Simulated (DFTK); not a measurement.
Crystal: Ge.

```
CELL_PARAMETERS angstrom
-1.60842 1.60842 1.87318
1.60842 -1.60842 1.87318
1.60842 1.60842 -1.87318
ATOMIC_POSITIONS crystal
Ge 0.50000 0.50000 0.00000
```

The cell was built by a generator and needn't be a form met in nature.

Base run:

- Program: DFTK 0.8.2
- Functional: RPBE
- Potentials or basis: SG15 1.2 (PBE)
- Cutoff: 1225 eV
- k mesh: 12 × 12 × 12
- Occupations: fermi-dirac, width 0.05 eV
- Spin: no spin polarisation

Its results: band gap on the k mesh none (metal or under the smearing width); pressure 3.7 GPa.

The run is repeated on the same cell with these changes: functional from RPBE to LDA. What comes out?

Band gap on the k mesh none (metal or under the smearing width); pressure -6.6 GPa.

LDA binds more tightly than RPBE, so the same cell stands under less pressure.

Caveats: the potentials were made for another functional, which shifts forces and pressure.
